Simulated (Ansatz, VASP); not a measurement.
## One calculation of Pd, two programs

The input INCAR:

```
ALGO = Normal
EDIFF = 1E-6
ENCUT = 520
ISIF = 2
ISMEAR = 0
LASPH = True
LCHARG = False
LREAL = False
LWAVE = False
NBANDS = 11
NELM = 100
PREC = Accurate
SIGMA = 0.15
```

Contents of KPOINTS:

```
k-points
0
Gamma
  20 20 20
```

POSCAR

```
Pd
1.0
    0.0000000000      1.9449000000      2.0324205000
    1.9449000000      0.0000000000      2.0324205000
    1.9449000000      1.9449000000      0.0000000000
Pd
1
Direct
    0.0000000000      0.0000000000      0.0000000000
```

Input for Ansatz:

```yaml
crystal:
  lattice:
    - [0.0, 1.9449, 2.0324205]
    - [1.9449, 0.0, 2.0324205]
    - [1.9449, 1.9449, 0.0]
  atoms:
    - { symbol: Pd, position: [0.0, 0.0, 0.0] }
basis:
  ecutwfc: 420
kpoints:
  mp_grid: { grid: [20, 20, 20] }
hamiltonian:
  xc: lda
scf:
  occupations: { method: gaussian, width: 0.15 }
output:
  forces: true
  stress: true
  eigenvalues: true
```

Change from the starting cell: strain +0.0450 x Voigt [0, 0, 1, 0, 0, 0], atoms carried along.

Alike in both runs: task single point; functional LDA; k mesh 20 × 20 × 20; occupations gaussian, width 0.15 eV; no spin polarisation.

|  | VASP | Ansatz |
| --- | --- | --- |
| version | VASP 6.6.1 | Ansatz 0.2.0 |
| potentials or method | VASP PAW LDA potentials, release 64 (Pd) | scalar-relativistic, plane waves, PAW |
| plane-wave cutoff (eV) | 520 | 420 |
| valence electrons in the cell | 10 | 18 |

|  | VASP | Ansatz | Ansatz less VASP |
| --- | --- | --- | --- |
| gap on the k mesh at the Fermi level (eV) | none | none | - |
| pressure (GPa) | -14.7 | -14.9 | -0.23 |
| largest component of the traceless stress (GPa) | 1.60 | 1.62 | +0.015 |

A gap of «none» marks a metal or a gap that the smearing closes. The two sets of potentials don't hold the same shells in valence.
